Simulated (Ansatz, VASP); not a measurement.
**One calculation of BiTe, two programs**

```
Bi Te
1.0
     2.40645    1.38936    3.29503
    -2.40645    1.38936    3.29503
     0.00000   -2.77873    3.29503
Bi Te
1 1
Direct
  0.50000 0.50000 0.50000
  0.00000 0.00000 0.00000
```

The cell comes from a database or a generator and needn't be the stable form of this composition.

Alike in both runs: task single point; functional PBE; k mesh 7 × 7 × 7; occupations fermi-dirac, width 0.05 eV; no spin polarisation.

|  | VASP | Ansatz |
| --- | --- | --- |
| version | VASP 6.6.1 | Ansatz 0.2.0 |
| potentials or method | VASP PAW PBE potentials, release 64 (Bi_d, Te) | Ansatz PAW |
| plane-wave cutoff (eV) | 520 | 420 |
| valence electrons in the cell | 21 | 31 |

|  | VASP | Ansatz | Ansatz less VASP |
| --- | --- | --- | --- |
| gap on the k mesh at the Fermi level (eV) | none | none | - |
| pressure (GPa) | 1.1 | 1.2 | +0.06 |
| largest component of the traceless stress (GPa) | 0.26 | 0.26 | 0.000 |

A gap of «none» marks a metal or a gap that the smearing closes. The functional is the same, so the differences come from potentials, cutoffs and numerics. The two sets of potentials don't hold the same shells in valence.

Caveats: spin-orbit coupling is left out, which moves the levels of the heavy elements.
